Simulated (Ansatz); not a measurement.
# TaS2: the cost of one run

Program: Ansatz 0.2.0. Level of theory: DFT LDA, scalar-relativistic. These are calculated values, not measurements.

### 1 The structure to begin with

It takes space group P-3m1 (No. 164, trigonal). Conventional cell: a = 3.350 Å, b = 3.350 Å, c = 5.860 Å, α = 90.00°, β = 90.00°, γ = 120.00°. Ta (site symmetry -3m) has 6 S at 2.43 Å as nearest neighbours. S (site symmetry 3m) has 3 Ta at 2.43 Å as nearest neighbours.

As a file:

```
Ta S
1.0
     3.35000    0.00000    0.00000
    -1.67500    2.90119    0.00000
     0.00000    0.00000    5.86000
Ta S
1 2
Direct
  0.00000 0.00000 0.00000
  0.33333 0.66667 0.25000
  0.66667 0.33333 0.75000
```

The structure is an experimental refinement, used without relaxation.

Atoms are numbered in the order of the input: Ta1, S2, S3.

### 2 Full-potential LAPW

Contents of input.yaml:

```yaml
crystal:
  lattice:
    - [3.3500021206, 0.0, 0.0]
    - [-1.6750010603, 2.9011869392, 0.0]
    - [0.0, 0.0, 5.86]
  atoms:
    - { symbol: Ta, position: [0.0, 0.0, 0.0] }
    - { symbol: S, position: [0.3333333333, 0.6666666667, 0.25] }
    - { symbol: S, position: [0.6666666667, 0.3333333333, 0.75] }
kpoints:
  mp_grid: { grid: [9, 9, 5] }
  band_path:
    path:
      - [0.0, 0.0, 0.0]
      - [0.5, 0.0, 0.0]
      - [0.3333333333, 0.3333333333, 0.0]
      - [0.0, 0.0, 0.0]
      - [0.0, 0.0, 0.5]
      - [0.5, 0.0, 0.5]
      - [0.3333333333, 0.3333333333, 0.5]
      - [0.0, 0.0, 0.5]
      - [0.5, 0.0, 0.5]
    npoints: 14
scf:
  occupations: { method: fermi_dirac, width: 0.03 }
hamiltonian:
  xc: lda
  pseudopotentials: { kind: all_electron, lapw: { basis_error: 0.001 } }
output:
  forces: true
  stress: true
  eigenvalues: true
  populations: true
  dos: { projected: true, de: 0.2, e_range: [-14, 8] }
```

Launch:

```
$ ansatz run input.yaml --threads 1 --pin off --max-ram 6144MiB --backend cpu --events-out ev --progress --plain --runs-dir out
```

What time and memory should one allow on 1 thread of Arm Neoverse V2, shared host?

About 46 s, with a peak of 0.45 GiB.
